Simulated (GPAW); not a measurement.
The system is GaN.

```
Ga N
1.0
     3.18000    0.00000    0.00000
    -1.59000    2.75396    0.00000
     0.00000    0.00000    5.16600
Ga N
2 2
Cartesian
  1.5900 0.9180 2.5830
  0.0000 1.8360 0.0000
  1.5900 0.9180 4.5203
  0.0000 1.8360 1.9373
```

Base run:

| Item | Value |
| --- | --- |
| Program | GPAW 26.7.0 |
| Functional | LDA |
| Potentials or basis | the program's PAW data sets (release 1.2.1) made for this functional |
| Cutoff | 800 eV |
| Basis | pw |
| k mesh | 7 × 7 × 4 |
| Occupations | fermi-dirac, width 0.05 eV |
| Spin | spin-orbit coupling, no magnetisation |

Its results: band gap on the k mesh 2.11 eV, direct; largest force 0.169 eV/Å.

**Question.** The run is repeated on the same cell with these changes: functional from LDA to BEEF-vdW; potentials or basis from the program's PAW data sets (release 1.2.1) made for this functional to GPAW PAW data sets (gpaw-data 1.2.1). What comes out?

**Answer.** Band gap on the k mesh 2.19 eV, direct; largest force 0.183 eV/Å.

Caveats: spin-orbit coupling was added after a scalar SCF, so levels and gaps hold it while energy, forces, pressure and moments don't; this program's spin-orbit splittings come out too wide for heavy elements; the PAW data sets were made with another functional, which shifts forces and pressure a little (some runs).

Not every run made on this cell is shown here.
